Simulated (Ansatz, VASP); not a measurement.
# Si3N: VASP beside Ansatz

```
Si N
1.0
     3.69682    0.00000    0.00000
     0.00000    3.69682    0.00000
     0.00000    0.00000    3.69682
Si N
3 1
Direct
  0.00000 0.50000 0.50000
  0.50000 0.00000 0.50000
  0.50000 0.50000 0.00000
  0.00000 0.00000 0.00000
```

Alike in both runs: functional PBE; k mesh 12 × 12 × 12; occupations gaussian, width 0.1 eV; no spin polarisation.

Ansatz relaxed the structure, and its values are those at the end. VASP's run is a single point on that final structure, the one shown.

```csv
,VASP,Ansatz
version,VASP 6.6.1,Ansatz 0.2.0
potentials or method,"VASP PAW PBE potentials, release 64 (Si, N)","scalar-relativistic, plane waves, PAW"
plane-wave cutoff (eV),520,420
valence electrons in the cell,17,17
```

Ansatz gave:

- gap on the k mesh at the Fermi level (eV): none
- pressure (GPa): 0.0

Q: Which values does VASP return?

A: gap on the k mesh at the Fermi level (eV): none; pressure (GPa): -0.1.

A gap of «none» marks a metal or a gap that the smearing closes. The functional is the same, so the differences come from potentials, cutoffs and numerics.
